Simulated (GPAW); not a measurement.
# CuO (P4_2/mmc) in GPAW: single point with PBE

Aim: the single point of CuO with PBE.

All numbers are computed with GPAW 26.7.0; they aren't measurements. Logs are shortened: lines on timing, memory, paths and dates and some standing lists are left out, and cuts for length are marked. The log counts tension as positive stress, the text compression.

## Step 1: The structure

Symmetry: P4_2/mmc, No. 131, tetragonal system. Conventional cell: a = 3.422 Å, b = 3.422 Å, c = 4.260 Å, α = 90.00°, β = 90.00°, γ = 90.00°. Cu (site symmetry mmm) has 4 O at 2.02 Å as nearest neighbours. O (site symmetry -4m2) has 4 Cu at 2.02 Å and 2 O at 2.13 Å as nearest neighbours.

Measurements of this composition are mostly on another form, of space group No. 15.

## Step 2: Single point, PBE

run.py reads:

```python
from ase.dft.bandgap import bandgap
from ase.io import read, write
from ase.units import GPa
from gpaw import GPAW, PW

atoms = read('CuO.xyz')

calc = GPAW(mode=PW(550),
            xc='PBE',
            kpts={'size': (6, 6, 5), 'gamma': True},
            occupations={'name': 'fermi-dirac', 'width': 0.05},
            nbands=33,
            maxiter=120,
            txt='gpaw.txt')
atoms.calc = calc
energy = atoms.get_potential_energy()
forces = atoms.get_forces()
stress = atoms.get_stress()
calc.write('gs.gpw')
write('result.traj', atoms)
print(f'Energy: {energy:.6f} eV')
print('Forces (eV/A):')
print(forces.round(4))
print('Stress (GPa):', (stress / GPa).round(3))
print('Fermi level:', round(calc.get_fermi_level(), 4), 'eV')
print(f'Gap: {bandgap(calc)[0]:.4f} eV, direct: {bandgap(calc, direct=True)[0]:.4f} eV')
```

CuO.xyz reads:

```xyz
4
Lattice="3.4220509700 0.0000000000 0.0000000000 0.0000000000 3.4220509700 0.0000000000 0.0000000000 0.0000000000 4.2604614800" Properties=species:S:1:pos:R:3 pbc="T T T"
Cu     0.0000000000      1.7110254850      0.0000000000
Cu     1.7110254850      0.0000000000      2.1302307400
O      0.0000000000      0.0000000000      1.0651153700
O      0.0000000000      0.0000000000      3.1953461100
```

Potentials or basis: GPAW PAW data sets (gpaw-data 1.2.1), pw.

Command:

```bash
> OMP_NUM_THREADS=1 python run.py
```

gpaw.txt:

```text
__  _  _
 | _ |_)|_||  |
 |__||  | ||/\| - 26.7.0

Input parameters:
  mode=PW(ecut=550.0),
  kpts=MonkhorstPack(size=(6, 6, 5), gamma=True),
  maxiter=120,
  nbands=33,
  occupations=Occupations(name='fermi-dirac', width=0.05),
  xc=XC(name='PBE')

Diagonalizing LCAO Hamiltonian
Converting LCAO to pw mode
   .-------.
  /|       |
 * |       |
 O |       |
 | |       |
 | .-Cu----.
 OCu      /
 *-------*

Atoms  # Å, Bohr magnetons
|   | symbol |        x |        y |        z |    initial magnetic moments |
|---|--------|----------|----------|----------|-----------------------------|
| 0 |     Cu | 0.000000 | 1.711025 | 0.000000 | ( 0.0000,  0.0000,  0.0000) |
| 1 |     Cu | 1.711025 | 0.000000 | 2.130231 | ( 0.0000,  0.0000,  0.0000) |
| 2 |      O | 0.000000 | 0.000000 | 1.065115 | ( 0.0000,  0.0000,  0.0000) |
| 3 |      O | 0.000000 | 0.000000 | 3.195346 | ( 0.0000,  0.0000,  0.0000) |

Unit cell  # Å
| periodic |        x |        y |        z |  lengths |    angles |
|----------|----------|----------|----------|----------|-----------|
|      yes | 3.422051 | 0.000000 | 0.000000 | 3.422051 | 90.000000 |
|      yes | 0.000000 | 3.422051 | 0.000000 | 3.422051 | 90.000000 |
|      yes | 0.000000 | 0.000000 | 4.260461 | 4.260461 | 90.000000 |

Number of symmetries: 8
Symmetry operations  # r_c * U_cc + t_c -> r_c
|   | kind |            matrix            |
|---|------|------------------------------|
| 0 |  E   |  1, 0, 0,  0, 1, 0,  0, 0, 1 |
| 1 |  σ   |  1, 0, 0,  0, 1, 0,  0, 0,-1 |
| 2 |  σ   |  1, 0, 0,  0,-1, 0,  0, 0, 1 |
| 3 |  C2  |  1, 0, 0,  0,-1, 0,  0, 0,-1 |
| 4 |  σ   | -1, 0, 0,  0, 1, 0,  0, 0, 1 |
| 5 |  C2  | -1, 0, 0,  0, 1, 0,  0, 0,-1 |
| 6 |  C2  | -1, 0, 0,  0,-1, 0,  0, 0, 1 |
| 7 |  i   | -1, 0, 0,  0,-1, 0,  0, 0,-1 |

BZ-sampling:
  Number of BZ points: 180
  Number of IBZ points: 48

  Monkhorst-Pack size: [6, 6, 5]
  Monkhorst-Pack shift: [0.08333333333333333, 0.08333333333333333, 0.0]

K-points  # in reciprocal-cell coordinates
|     |                                coordinates |     weight |
|-----|--------------------------------------------|------------|
|   0 | (  0.00000000,   0.00000000,   0.00000000) | 0.00555556 |
|   1 | (  0.00000000,   0.00000000,   0.20000000) | 0.01111111 |
|   2 | (  0.00000000,   0.00000000,   0.40000000) | 0.01111111 |
|   3 | (  0.00000000,   0.16666667,   0.00000000) | 0.01111111 |
|   4 | (  0.00000000,   0.16666667,   0.20000000) | 0.02222222 |
|   5 | (  0.00000000,   0.16666667,   0.40000000) | 0.02222222 |
|   6 | (  0.00000000,   0.33333333,   0.00000000) | 0.01111111 |
|   7 | (  0.00000000,   0.33333333,   0.20000000) | 0.02222222 |
|   8 | (  0.00000000,   0.33333333,   0.40000000) | 0.02222222 |
|   9 | (  0.00000000,   0.50000000,   0.00000000) | 0.00555556 |
| ... |                                            |            |
|  47 | (  0.50000000,   0.50000000,   0.40000000) | 0.01111111 |

Plane wave coefficients: 1497
Cutoff: 550.0 eV

Spin-components: 1 (collinear spins)
Bands:           33
Projectors:      22
Spin-degeneracy: 2
Datatype:        complex128

Parallelization:
  kpt:    1
  domain: 1
  band:   1

Density:
  Valence electrons: 34.0
  Components: 1
  Grid points: [20 20 24]
  Charge: 0.0  # |e|

Potential:
  Grid points: [20 20 24]

species:
  Cu:
    name:    Copper
    Z:       29.0
    valence: 11
    core:    18
    charge:  0.0  # [|e|]
    compensation charges:
      type: gauss
      rc: 0.33  # [Å]
      lmax: 2
    cutoffs:
      filter: 2.06  # [Å]
      core: 2.43  # [Å]
    projectors
    | kind |    occ | energy [eV] | rcut [Å] |
    |------|--------|-------------|----------|
    |   4s |  1.000 |      -4.609 |    1.164 |
    |   4p |  0.000 |      -0.698 |    1.164 |
    |   3d | 10.000 |      -5.039 |    1.058 |
    |    s |        |      22.603 |    1.164 |
    |    p |        |      26.513 |    1.164 |
    |    d |        |      22.172 |    1.058 |

    Using partial waves for Cu as LCAO basis

  O:
    name:    Oxygen
    Z:       8.0
    valence: 6
    core:    2
    charge:  0.0  # [|e|]
    compensation charges:
      type: gauss
      rc: 0.21  # [Å]
      lmax: 2
    cutoffs:
      filter: 1.17  # [Å]
      core: 0.83  # [Å]
    projectors
    | kind |    occ | energy [eV] | rcut [Å] |
    |------|--------|-------------|----------|
    |   2s |  2.000 |     -23.961 |    0.688 |
    |   2p |  4.000 |      -9.029 |    0.598 |
    |    s |        |       3.251 |    0.688 |
    |    p |        |      18.182 |    0.598 |
    |    d |        |       0.000 |    0.619 |

    Using partial waves for O as LCAO basis

Reference energy: -94124.608285  # eV

eigensolver:
  PPCG
  Converge bands: occupied
  niter=2

density mixing:
  MSR1-Mixer
  Pratt-step length: 0.05
  Maximum mixing coefficient: 0.75
  Old densities: 10
  SVD Regularization: 0.005
  Good broyden scale: 1.0
  Trust region scale: 1.0
  Backstep threshold: 4.0
  History deletion threshold: 6.0
  Fourier metric: weight=20.0, sigma=0.015

occupation numbers:
  Fermi-Dirac:
    width: 0.0500  # eV

poisson solver:
  ecut: 4400.0  # eV

xc functional:
  name: PBE with 2 nearest neighbor stencil

convergence criteria:
- Maximum [total energy] change in last 3 cyles: 0.0005 eV / valence electron
- Maximum integral of absolute [dens]ity change: 0.0001 electrons / valence electron
- Maximum integral of absolute [eigenst]ate change: 4e-08 eV^2 / valence electron
maximum number of iterations: 120

SCF iterations
|iter     | |      energy | eigst |  dens |
|---------|-|-------------|-------|-------|
|iter:   1| |  -24.757001 | -0.15 |       |
|iter:   2| |  -21.463673 | -1.87 | -0.84 |
|iter:   3| |  -18.438791 | -1.28 | -0.96 |
|iter:   4| |  -18.184489 | -2.58 | -1.42 |
|iter:   5| |  -18.146467 | -2.99 | -1.71 |
|iter:   6| |  -18.175554 | -3.46 | -2.32 |
|iter:   7| |  -18.142130 | -3.69 | -2.00 |
|iter:   8| |  -18.141942 | -5.47 | -2.82 |
|iter:   9| |  -18.141937c| -5.61 | -3.08 |
|iter:  10| |  -18.141937c| -7.28 | -3.92 |
|iter:  11| |  -18.141938c| -8.26c| -4.44c|

Converged in 11 steps
Energy contributions relative to reference atoms: (reference = -94124.608285)

Energy contributions:
  Kinetic:          -5.811195
  Coulomb:          -0.294444
  Zero:              0.270873
  External:          0.000000
  Xc:              -12.298001
  Entropy:          -0.018342
  Spinorbit:         0.000000
  ----------------------------
  Free energy:     -18.151109
  Extrapolated:    -18.141938

dipole moment: (-26.691112, -26.691114, -9.184268)  # |e|*Ang

Fermi level: 4.643
Eigenvalues  # (at kpt = [0.000, 0.000, 0.000])
| band index |      eig [eV] | occ [0-2] |
|------------|---------------|-----------|
|          0 |       -15.416 |     2.000 |
|        ... |               |           |
|          7 |         1.043 |     2.000 |
|          8 |         1.902 |     2.000 |
|          9 |         2.159 |     2.000 |
|         10 |         2.339 |     2.000 |
|         11 |         2.446 |     2.000 |
|         12 |         2.446 |     2.000 |
[... 8 lines left out ...]
|         21 |        14.315 |     0.000 |
|         22 |        15.888 |     0.000 |
|        ... |               |           |
|         32 |        28.124 |     0.000 |

No gap
No difference between direct/indirect transitions

Forces  # eV/Ang
|       x |       y |        z |
|---------|---------|----------|
| 0.00000 | 0.00000 |  0.00000 |  # Cu   0
| 0.00000 | 0.00000 |  0.00000 |  # Cu   1
| 0.00000 | 0.00000 | -0.00007 |  # O    2
| 0.00000 | 0.00000 |  0.00007 |  # O    3

Stress tensor  # eV/Ang^3
|        x |        y |         z |
|----------|----------|-----------|
| 0.125567 | 0.000000 |  0.000000 |
| 0.000000 | 0.125571 |  0.000000 |
| 0.000000 | 0.000000 | -0.096307 |

# Writing to gs.gpw (mode='')
```

It took 47 s on 1 thread of Arm Neoverse V1, shared host; peak memory 0.19 GiB.

These settings aren't checked as converged: the numbers below hold their error.

What came out:

- Free energy: -18.1511 eV
- Pressure: -8.3 GPa
- Band gap on the k mesh: none (metal or under the smearing width)

Caveat: with this Cu data set, volumes or pressures lay over 1.5 % or 2 GPa off other programs in two to four cells of ten; the cutoff is short for stress and forces, so pressures can be off by a GPa or more; the run has no spin polarisation, though such a crystal can be magnetic; semilocal functionals often make such compounds metallic where correlation or magnetic order opens a gap, which also shifts bond lengths.
